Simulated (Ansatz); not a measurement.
**TiAl3: do energies and stresses tell the same story?**

Level of theory: Ansatz, DFT r2SCAN, scalar-relativistic, plane waves, PAW.

Plane waves to 500 eV, a k mesh through Γ of 16×16×16 on the computed 4-atom cell and Gaussian smearing (0.10 eV); no spin polarisation.

Relaxed cell: I4/mmm, a = 3.824 Å, b = 3.824 Å, c = 8.564 Å, α = 90.00°, β = 90.00°, γ = 90.00°, 4 atoms in the primitive cell.

Energies at zero smearing and pressures from the stress tensor, at volumes with shape and atoms relaxed:
| V (Å³/atom) | E − E(first) (meV/atom) | P (GPa) |
| --- | --- | --- |
| 14.714 | 0.00 | 8.02 |
| 15.184 | -16.96 | 3.68 |
| 15.654 | -22.14 | -0.04 |
| 16.123 | -17.18 | -3.25 |
| 16.593 | -3.51 | -6.00 |

Problem. Check P = −dE/dV between neighbouring volumes, and get the bulk modulus from the pressures alone.

Solution. With 1 eV/Å³ = 160.2 GPa:
```csv
middle V (Å³/atom),−ΔE/ΔV (GPa),mean P (GPa)
14.949,5.787,5.851
15.419,1.769,1.823
15.888,-1.694,-1.644
16.358,-4.664,-4.625
```

The two differ by 0.06 GPa at most. The mean of two end pressures misses the average over a step by about ΔV² P″/12, up to 0.06 GPa here; with that taken off 0.01 GPa remains. Around V = 15.654 Å³/atom, the two neighbours give B = −V ΔP/ΔV = 15.654 × 6.93 / 0.939 = 115.6 GPa, against B0 = 115.2 GPa from the Birch–Murnaghan fit of the energies.